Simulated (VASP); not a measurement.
Here is a VASP 6.6.1 calculation.

Contents of INCAR:

```
  PREC = Accurate
  ENCUT = 1400
  EDIFF = 1E-8
  ISMEAR = 0
  SIGMA = 0.05
  LREAL = F
  LASPH = T
  NELM = 100
  ALGO = Normal
  ISIF = 2
  LWAVE = F
  LCHARG = F
  GGA = PE
  ADDGRID = F
```

The input KPOINTS:

```
regular mesh
0
Gamma
  12 12 12
```

File POSCAR:

```
GaP
1.0
    0.0000000000      2.7252500000      2.7252500000
    2.7252500000      0.0000000000      2.7252500000
    2.7252500000      2.7252500000      0.0000000000
Ga P
1 1
Direct
    0.0000000000      0.0000000000      0.0000000000
    0.7500000000      0.7500000000      0.7500000000
```

Potentials or basis: VASP PAW PBE potentials, release 64 (Ga_h, P_h).

The run is started by

```sh
$ cat potpaw_PBE.64/Ga_h/POTCAR potpaw_PBE.64/P_h/POTCAR > POTCAR
$ mpirun -np 1 vasp_std > vasp.out
```

**Question.** Predict the pressure.

**Answer.** 2.5 GPa.

**Question.** Estimate the band gap on the k mesh.

**Answer.** 1.59 eV, indirect (least direct gap 1.83 eV).

**Measured values to compare with.**

“Stacking defects in GaP nanowires: Electronic structure and optical properties”, 2018, arxiv:1810.01194 quotes, for a bulk crystal of GaP at 10 K: band gap 2.34 eV (indirect).

Against the measured gap of GaP, 2.34 eV (indirect; 10 K; quoted in “Stacking defects in GaP nanowires: Electronic structure and optical properties”, 2018, arxiv:1810.01194), the calculated 1.59 eV is off by -0.75 eV. Spin-orbit coupling on Ga is left out. The value is that of PBE on a finite k mesh, which can miss the band edges, without temperature or zero-point motion. Semilocal functionals fall short of measured gaps as a rule.
